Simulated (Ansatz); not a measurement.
The system is Sb.

```
CELL_PARAMETERS angstrom
3.16000 0.00000 0.00000
0.00000 3.16000 0.00000
0.00000 0.00000 3.16000
ATOMIC_POSITIONS crystal
Sb 0.00000 0.00000 0.00000
```

This isn't the form of Sb at room conditions, which is rhombohedral.

* Program: Ansatz 0.2.0
* Task: relaxation of cell and atoms
* Functional: LDA
* Potentials or basis: Ansatz PAW
* Cutoff: 420 eV (not typed: the program's choice for these potentials)
* k mesh: 8 × 8 × 8
* Occupations: fermi-dirac, width 0.05 eV
* Spin: no spin polarisation

At the start: volume 31.55 Å³/atom.

Problem. Where does the relaxation end?

Solution. It ends after 5 steps and the volume is 28.34 Å³/atom (-10.2 %); space group Pm-3m (No. 221, to 0.05 Å).

The path:
```
step  energy change (eV)  largest force (eV/Å)  volume (Å³)
   1              0.0000                0.0000        31.55
   2             -0.0541                0.0000        27.16
   3             -0.0642                0.0000        28.55
   4             -0.0646                0.0000        28.34
   5             -0.0639                0.0000        28.34
```

Final structure:
```
CELL_PARAMETERS angstrom
3.04869 0.00000 0.00000
0.00000 3.04869 0.00000
0.00000 0.00000 3.04869
ATOMIC_POSITIONS crystal
Sb 0.00000 0.00000 0.00000
```

Caveat: the plane-wave basis is chosen anew once the cell has moved, so the energies of steps on either side of that aren't comparable; the volume moved by -10 % from the deposited cell, more than functionals usually miss; the PAW data sets come from PBE, with cores solved anew for the run's functional, which leaves a small shift of forces and pressure.
